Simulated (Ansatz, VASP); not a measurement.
**LiF in VASP and in Ansatz**

INCAR

```
PREC = Accurate
ENCUT = 520
EDIFF = 1E-6
ISMEAR = 0
SIGMA = 0.05
LREAL = False
LASPH = True
NELM = 60
ALGO = Normal
ISIF = 2
LWAVE = False
LCHARG = False
GGA = PE
NBANDS = 12
```

Contents of KPOINTS:

```
Automatic mesh
0
Gamma
  10 10 10
```

Contents of POSCAR:

```
LiF
1.0
    0.0000000000      1.9636500000      2.1147000000
    1.9636500000      0.0000000000      2.1147000000
    1.9636500000      1.9636500000      0.0000000000
Li F
1 1
Direct
    0.0000000000      0.0000000000      0.0000000000
    0.5000000000      0.5000000000      0.5000000000
```

Input for Ansatz:

```yaml
crystal:
  lattice:
    - [0.0, 1.96365, 2.1147]
    - [1.96365, 0.0, 2.1147]
    - [1.96365, 1.96365, 0.0]
  atoms:
    - { symbol: Li, position: [0.0, 0.0, 0.0] }
    - { symbol: F, position: [0.5, 0.5, 0.5] }
basis:
  ecutwfc: 420
kpoints:
  mp_grid: { grid: [10, 10, 10] }
hamiltonian:
  xc: pbe
scf:
  occupations: { method: gaussian, width: 0.05 }
output:
  forces: true
  stress: true
  eigenvalues: true
```

Change from the starting cell: strain -0.025 along x and y, +0.050 along z, atoms carried along.

Alike in both runs: task single point; functional PBE; k mesh 10 × 10 × 10; occupations gaussian, width 0.05 eV; no spin polarisation.

|  | VASP | Ansatz |
| --- | --- | --- |
| version | VASP 6.6.1 | Ansatz 0.2.0 |
| potentials or method | VASP PAW PBE potentials, release 64 (Li_sv, F) | scalar-relativistic, plane waves, PAW |
| plane-wave cutoff (eV) | 520 | 420 |
| valence electrons in the cell | 10 | 10 |

```csv
,VASP,Ansatz,Ansatz less VASP
gap on the k mesh at the Fermi level (eV),9.00,9.00,-0.001
least direct gap on the mesh (eV),9.00,9.00,-0.001
```

The functional is the same, so the differences come from potentials, cutoffs and numerics.

 A k mesh can miss the band edges.
